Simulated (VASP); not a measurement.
# Zn (I4/mmm) in VASP: a series of runs

One crystal, Zn, is run at these levels: PBE; tasks: single point.

All numbers are computed with VASP 6.6.1; they aren't measurements. Logs are shortened: lines on timing, memory, paths and dates and some standing lists are left out, and cuts for length are marked.

**1. The cell of the first run**

It takes space group I4/mmm (No. 139, tetragonal). The conventional cell has a = 2.820 Å, b = 2.820 Å, c = 3.930 Å, α = 90.00°, β = 90.00°, γ = 90.00°. Around Zn (site symmetry 4/mmm) lie 12 Zn at 2.80 to 2.82 Å.

This isn't the form of Zn at room conditions, which is hcp.

**2. Single point, PBE (strain +0.0150 x Voigt [1, 1, 0, 0, 0, 0], atoms carried along)**

INCAR reads:

```
SYSTEM = Zn
PREC     = Accurate       ! precision mode
ENCUT    = 520            ! plane-wave cutoff, eV
EDIFF    = 1E-6           ! SCF threshold, eV
ISMEAR   = 0              ! smearing method
SIGMA    = 0.15           ! smearing width, eV
LREAL    = .FALSE.        ! projectors in reciprocal space
LASPH    = .TRUE.         ! aspherical terms in the spheres
NELM     = 100            ! most SCF steps
ALGO     = Fast           ! electronic algorithm
ISIF     = 2              ! what is computed and relaxed
LWAVE    = .FALSE.        ! write WAVECAR
LCHARG   = .FALSE.        ! write CHGCAR
GGA      = PE             ! functional
NBANDS   = 12             ! bands
```

KPOINTS reads:

```
Automatic mesh
0
G
  20 20 20
  0 0 0
```

POSCAR reads:

```
Zn
1.0
    0.0000000000      1.9942476400      1.9647760000
    1.9942476400      0.0000000000      1.9647760000
    1.9942476400      1.9942476400      0.0000000000
Zn
1
Direct
    0.0000000000      0.0000000000      0.0000000000
```

Potentials or basis: VASP PAW PBE potentials, release 64 (Zn).

Command:

```sh
$ cat potpaw_PBE.64/Zn/POTCAR > POTCAR
$ mpirun -np 1 vasp_std > vasp.out
```

OUTCAR:

```text
SYSTEM = Zn
   PREC = Accurate
   ENCUT = 520
   EDIFF = 1E-6
   ISMEAR = 0
   LREAL = .FALSE.
   LASPH = .TRUE.
   NELM = 100
   ISIF = 2
   GGA = PE

 ion  position               nearest neighbor table
   1  0.000  0.000  0.000-

  LATTYP: Found a body centered tetragonal cell.
 ALAT       =     2.8202920592
 C/A-ratio  =     1.3933138546

  Lattice vectors:

 A1 = (   0.0000000000,  -1.9942476400,  -1.9647760000)
 A2 = (   0.0000000000,   1.9942476400,  -1.9647760000)
 A3 = (   1.9942476400,   0.0000000000,   1.9647760000)

Analysis of symmetry for initial positions (statically):
=====================================================================
 Subroutine PRICEL returns:
 Original cell was already a primitive cell.

 Routine SETGRP: Setting up the symmetry group for a
 body centered tetragonal supercell.

 Subroutine GETGRP returns: Found 16 space group operations
 (whereof 16 operations were pure point group operations)
 out of a pool of 16 trial point group operations.

The static configuration has the point symmetry D_4h.

Analysis of symmetry for dynamics (positions and initial velocities):
=====================================================================
 Subroutine PRICEL returns:
 Original cell was already a primitive cell.

 Routine SETGRP: Setting up the symmetry group for a
 body centered tetragonal supercell.

 Subroutine GETGRP returns: Found 16 space group operations
 (whereof 16 operations were pure point group operations)
 out of a pool of 16 trial point group operations.

The dynamic configuration has the point symmetry D_4h.

 Subroutine INISYM returns: Found 16 space group operations
 (whereof 16 operations are pure point group operations),
 and found     1 'primitive' translations

----------------------------------------------------------------------------------------

                                     Primitive cell

  volume of cell :      15.6279

  direct lattice vectors                    reciprocal lattice vectors
     0.000000000  1.994247640  1.964776000    -0.250721119  0.250721119  0.254481936
     1.994247640  0.000000000  1.964776000     0.250721119 -0.250721119  0.254481936
     1.994247640  1.994247640  0.000000000     0.250721119  0.250721119 -0.254481936

  length of vectors
     2.799530028  2.799530028  2.820292059     0.436443828  0.436443828  0.436443828

  position of ions in fractional coordinates (direct lattice)
     0.000000000  0.000000000  0.000000000
[... 85 lines left out ...]
   TEBEG  =    0.0;   TEEND  =   0.0 temperature during run
   PSTRESS=    0.0 pullay stress
   NELECT =      12.0000    total number of electrons
   NUPDOWN=      -1.0000    fix difference up-down
   EMIN   =  10.00;   EMAX   =-10.00  energy-range for DOS
   EFERMI =   0.00;   METHOD = LEGACY
   ISMEAR =     0;   SIGMA  =   0.15  broadening in eV -4-tet -1-fermi 0-gaus
   EFERMI_NEDOS =   21; number of points for ismear=-14 and -15
   IALGO  =     68    algorithm
   IMIX   =      4    mixing-type and parameters
     AMIX     =   0.40;   BMIX     =  1.00
     AMIX_MAG =   1.60;   BMIX_MAG =  1.00
  volume/ion in A,a.u.               =      15.63       105.46
  Fermi-wavevector in a.u.,A,eV,Ry     =   1.499115  2.832916 30.576980  2.247345
  Thomas-Fermi vector in A             =   2.610786
   LORBIT       =      0    0 simple, 1 ext, 2 COOP (PROOUT), +10 PAW based schemes
   GGA     = PE    functional components
   LHFCALC =     F    Hartree Fock is set to
   AEXX    =    0.0000 exact exchange contribution
   IVDW    =     0    specifies the selected vdW correction
   LEPSILON=     F    determine dielectric tensor
   LRPA    =     F    only Hartree local field effects (RPA)
 non-spin polarized calculation
 RMM-DIIS sequential band-by-band and
 Gauss-broadening in eV      SIGMA  =   0.15
  energy-cutoff  :      520.00
  volume of cell :       15.63
 maximum number of plane-waves:       436
 NGX is ok and might be reduce to    24
   NGX = 11   NGY = 11   NGZ = 11

 number of electron      11.9999997 magnetization

 Free energy of the ion-electron system (eV)
  ---------------------------------------------------
  ext. energy  EPLUGINS =         0.00000000
  ---------------------------------------------------
  free energy    TOTEN  =        -1.08586826 eV

  energy without entropy =       -1.08323385  energy(sigma->0) =       -1.08455105

 E-fermi :   2.8817     XC(G=0): -11.4217

 val. band max:        2.8740418302   @ k =  -0.4000  -0.0000   0.2000
 cond. band min:       2.8892065503   @ k =  -0.4000  -0.0000   0.2500
 fundamental gap:      0.0151647200
 Fermi energy:         2.8816875741

 k-point     1 :       0.0000    0.0000    0.0000
  band No.  band energies     occupation
      1      -7.2441      2.00000
      2      -4.6804      2.00000
      3      -4.6804      2.00000
      4      -4.6445      2.00000
      5      -4.3266      2.00000
      6      -4.2942      2.00000
      7      20.7034      0.00000
      8      20.7513      0.00000
      9      20.7513      0.00000
     10      21.5475      0.00000
     11      23.5482      0.00000
     12      23.5696      0.00000
[... 331 lines left out ...]
 k-point    24 :      -0.3500    0.0500    0.0000
  band No.  band energies     occupation
      1      -5.3174      2.00000
      2      -4.6454      2.00000
      3      -4.6288      2.00000
      4      -4.1491      2.00000
      5      -4.1479      2.00000
      6      -2.6728      2.00000
      7       5.4360      0.00000
      8      16.6590      0.00000
      9      18.3322      0.00000
     10      20.1003      0.00000
     11      21.7881      0.00000
     12      23.0449      0.00000

 [... further k-points ...]

------------------------ aborting loop because EDIFF is reached ----------------------------------------

  FORCE on cell =-STRESS in cart. coord.  units (eV):
  Direction    XX          YY          ZZ          XY          YZ          ZX
  --------------------------------------------------------------------------------------
  -------------------------------------------------------------------------------------
  Total       -0.2040056     -0.2040056     -0.0889059      0.0000000      0.0000000      0.0000000
  in kB      -20.9146924    -20.9146924     -9.1146473      0.0000000      0.0000000      0.0000000
  external PRESSURE =     -16.9813440 kB  Pullay stress =       0.0000000 kB

 VOLUME and BASIS-vectors are now :
 -----------------------------------------------------------------------------
  energy-cutoff  :      520.00
  volume of cell :       15.63
      direct lattice vectors                 reciprocal lattice vectors
     0.000000000  1.994247640  1.964776000    -0.250721119  0.250721119  0.254481936
     1.994247640  0.000000000  1.964776000     0.250721119 -0.250721119  0.254481936
     1.994247640  1.994247640  0.000000000     0.250721119  0.250721119 -0.254481936

 POSITION                                       TOTAL-FORCE (eV/Angst)
 -----------------------------------------------------------------------------------
      0.00000      0.00000      0.00000         0.000000      0.000000      0.000000
 -----------------------------------------------------------------------------------
    total drift:                               -0.000000      0.000000      0.000000

  FREE ENERGIE OF THE ION-ELECTRON SYSTEM (eV)
  ---------------------------------------------------
  free  energy   TOTEN  =        -1.0858682605 eV

  energy  without entropy=       -1.0832338470  energy(sigma->0) =       -1.08455105
```

OSZICAR:

```text
N       E                     dE             d eps       ncg     rms          rms(c)
DAV:   1     0.425525012900E+02    0.42553E+02   -0.65911E+03 15840   0.156E+03
DAV:   2     0.129743146123E+00   -0.42423E+02   -0.39627E+02 15876   0.213E+02
DAV:   3    -0.117398017182E+01   -0.13037E+01   -0.13015E+01 17920   0.372E+01
DAV:   4    -0.117715245248E+01   -0.31723E-02   -0.31721E-02 17072   0.178E+00
DAV:   5    -0.117715490889E+01   -0.24564E-05   -0.24566E-05 17972   0.481E-02    0.260E+00
RMM:   6    -0.109161118362E+01    0.85544E-01   -0.21967E-01 18711   0.628E+00    0.207E+00
RMM:   7    -0.108799312635E+01    0.36181E-02   -0.67689E-03 19475   0.125E+00    0.100E+00
RMM:   8    -0.108588333931E+01    0.21098E-02   -0.17922E-03 17803   0.437E-01    0.526E-02
RMM:   9    -0.108588571809E+01   -0.23788E-05   -0.47886E-04 19870   0.346E-01    0.659E-02
RMM:  10    -0.108586779614E+01    0.17922E-04   -0.65178E-05 19714   0.999E-02    0.724E-03
RMM:  11    -0.108586826049E+01   -0.46434E-06   -0.38834E-06 15753   0.261E-02
   1 F= -.10858683E+01 E0= -.10845511E+01  d E =-.263441E-02
```

It took 56 s on 1 thread of Intel Xeon Platinum 8488C (Sapphire Rapids), shared host; peak memory 0.23 GiB.

Results:

* Free energy: -1.0859 eV
* Pressure: -1.7 GPa
* Band gap on the k mesh: none (metal or under the smearing width)

**3. Single point, PBE (strain -0.0600 x Voigt [1, 1, 0, 0, 0, 0], atoms carried along)**

INCAR reads:

```
SYSTEM = Zn
PREC = Accurate ; ENCUT = 520
EDIFF = 1E-6 ; ISMEAR = 0
SIGMA = 0.15 ; LREAL = .False.
LASPH = .True. ; NELM = 100
ALGO = Fast ; ISIF = 2
LWAVE = .False. ; LCHARG = .False.
GGA = PE ; NBANDS = 12
```

KPOINTS reads:

```
regular mesh
0
Gamma
  20 20 20
  0 0 0
```

POSCAR reads:

```
Zn
1.0
    0.0000000000      1.8468894400      1.9647760000
    1.8468894400      0.0000000000      1.9647760000
    1.8468894400      1.8468894400      0.0000000000
Zn
1
Direct
    0.0000000000      0.0000000000      0.0000000000
```

Potentials or basis: VASP PAW PBE potentials, release 64 (Zn).

Command:

```sh
$ cat potpaw_PBE.64/Zn/POTCAR > POTCAR
$ mpirun -np 1 vasp_std > vasp.out
```

Wall time 52 s (1 thread of Intel Xeon Platinum 8488C (Sapphire Rapids), shared host); peak memory 0.2 GiB.

Results (log left out):

```
Free energy            : -1.0153 eV
Pressure               : 12.5 GPa
Band gap on the k mesh : none (metal or under the smearing width)
```

Stress tensor (GPa, compression positive):
```
14.67  0.00  0.00
 0.00 14.67  0.00
 0.00  0.00  8.14
```

Levels at points of the mesh, in eV from the Fermi level:
```tsv
k point	band 2	band 3	band 4	band 5	band 6	band 7	band 8	band 9	band 10	band 11
(0.00, 0.00, 0.00)	-8.16	-7.95	-7.95	-7.64	-7.46	19.86	20.00	20.00	20.19	22.68
(0.50, 0.00, 0.00)	-8.12	-7.95	-7.23	-7.16	-3.49	-1.18	15.35	17.72	18.78	19.24
(0.50, 0.50, 0.00)	-8.82	-7.21	-7.12	-7.12	-2.08	1.12	9.96	9.96	13.66	15.61
(0.50, 0.00, 0.50)	-8.79	-7.22	-7.17	-7.04	-0.98	2.72	8.46	8.80	12.55	14.17
```
